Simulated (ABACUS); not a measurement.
Ge:

```
CELL_PARAMETERS angstrom
-2.57449 2.57449 1.39741
2.57449 -2.57449 1.39741
2.57449 2.57449 -1.39741
ATOMIC_POSITIONS crystal
Ge 0.50000 0.50000 0.00000
Ge 0.25000 0.75000 0.50000
```

This isn't the form of Ge at room conditions, which is diamond.

```yaml
Program: ABACUS 3.10.1
Task: relaxation of cell and atoms
Functional: OLYP
Potentials_or_basis: PseudoDojo NC SR 0.5 PBE standard
Cutoff: 1075 eV
Density_cutoff: 4299 eV
Basis: plane waves
k_mesh: 9 × 9 × 9
Occupations: fermi-dirac, width 0.05 eV
Spin: no spin polarisation
```

At the start: pressure 2.8 GPa; volume 18.52 Å³/atom.

Problem. Where does the relaxation end?

Solution. Over 6 steps the energy falls by 6.1 meV/atom and the volume is 19.24 Å³/atom (+3.8 %); space group I4_1/amd (No. 141, to 0.05 Å).

The path:
```csv
step,energy change (eV),largest force (eV/Å),pressure (GPa),volume (Å³)
1,0.0000,0.0000,2.83,37.05
2,-0.0109,0.0000,-0.79,38.90
3,-0.0120,0.0000,-0.01,38.45
4,-0.0121,0.0000,0.00,38.46
5,-0.0122,0.0000,0.01,38.47
6,-0.0122,0.0000,0.00,38.47
```

Final structure:
```xyz
2
Lattice="-2.6028 2.6028 1.4197 2.6028 -2.6028 1.4197 2.6028 2.6028 -1.4197" Properties=species:S:1:pos:R:3 pbc="T T T"
Ge    0.0000    0.0000    1.4197
Ge    2.6028    0.0000    0.7098
```

Caveat: the potentials were made for another functional, which shifts forces and pressure.
